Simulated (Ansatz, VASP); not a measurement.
**BN: VASP beside Ansatz**

```
B N
1.0
     0.00000    1.98666    1.98666
     1.98666    0.00000    1.98666
     1.98666    1.98666    0.00000
B N
1 1
Direct
  0.00000 0.00000 0.00000
  0.25000 0.25000 0.25000
```

The cell was built by a generator and isn't the measured one.

Alike in both runs: task single point; functional LDA; k mesh 8 × 8 × 8; occupations gaussian, width 0.05 eV; no spin polarisation.

|  | VASP | Ansatz |
| --- | --- | --- |
| version | VASP 6.6.1 | Ansatz 0.2.0 |
| potentials or method | VASP PAW LDA potentials, release 64 (B, N) | scalar-relativistic, plane waves, PAW |
| plane-wave cutoff (eV) | 520 | 420 |
| valence electrons in the cell | 8 | 8 |

Ansatz gave:

```
gap on the k mesh at the Fermi level (eV) : 3.97
least direct gap on the mesh (eV)         : 6.22
```

**Question.** Which values does VASP return?

**Answer.** gap on the k mesh at the Fermi level (eV): 3.96; least direct gap on the mesh (eV): 6.24.

 A k mesh can miss the band edges. As with any semilocal functional, this LDA gap is likely too small.
